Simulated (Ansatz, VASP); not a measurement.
LiH in VASP and in Ansatz

File POSCAR:

```
LiH
1.0
    2.5016587112      0.0000000000      0.0000000000
    0.0000000000      2.5016587112      0.0000000000
    0.0000000000      0.0000000000      2.5016587112
Li H
1 1
Direct
    0.0000000000      0.0000000000      0.0000000000
    0.5000000000      0.5000000000      0.5000000000
```

File INCAR.step1:

```
SYSTEM = LiH
  PREC = Accurate
  ENCUT = 520
  EDIFF = 1E-5
  ISMEAR = 0
  SIGMA = 0.01
  LREAL = .False.
  LASPH = .True.
  NELM = 60
  ALGO = Normal
  ISIF = 2
  LWAVE = .True.
  LCHARG = .False.
  GGA = PE
  NBANDS = 9
```

The input INCAR.step2:

```
SYSTEM = LiH
  PREC = Accurate
  ENCUT = 520
  EDIFF = 1E-6
  ISMEAR = 0
  SIGMA = 0.01
  LREAL = .False.
  LASPH = .True.
  NELM = 60
  ALGO = Normal
  ISIF = 2
  LWAVE = .False.
  LCHARG = .False.
  GGA = PE
  LHFCALC = .True.
  AEXX = 0.5
  PRECFOCK = Normal
  ISTART = 1
  NBANDS = 9
```

The input KPOINTS:

```
Automatic mesh
0
Gamma
  4 4 4
  0 0 0
```

Input for Ansatz:

```yaml
crystal:
  lattice:
    - [2.5016587112, 0.0, 0.0]
    - [0.0, 2.5016587112, 0.0]
    - [0.0, 0.0, 2.5016587112]
  atoms:
    - { symbol: Li, position: [0.0, 0.0, 0.0] }
    - { symbol: H, position: [0.5, 0.5, 0.5] }
kpoints:
  mp_grid: { grid: [4, 4, 4] }
hamiltonian:
  xc: { exchange: pbe, correlation: pbe, exx: { coeff: 0.5 } }
scf:
  occupations: { method: fixed }
  n_extra_bands: 4
output:
  forces: true
  stress: true
  eigenvalues: true
```

Alike in both runs: task single point; functional PBE-based global hybrid; k mesh 4 × 4 × 4; no spin polarisation.

|  | VASP | Ansatz |
| --- | --- | --- |
| version | VASP 6.6.1 | Ansatz 0.2.0 |
| potentials or method | VASP PAW PBE potentials, release 64 (Li_sv, H) | plane waves |
| plane-wave cutoff (eV) | 520 | 420 |
| occupations | gaussian, width 0.01 eV | fixed |
| valence electrons in the cell | 4 | 4 |

|  | VASP | Ansatz | Ansatz less VASP |
| --- | --- | --- | --- |
| gap on the k mesh at the Fermi level (eV) | 3.88 | 3.76 | -0.119 |

Ansatz warned: «stress_exchange_threshold_loose».

Caveats: the k mesh is coarse (spacing up to 0.63 Å⁻¹), so the values aren't converged. A k mesh can miss the band edges.
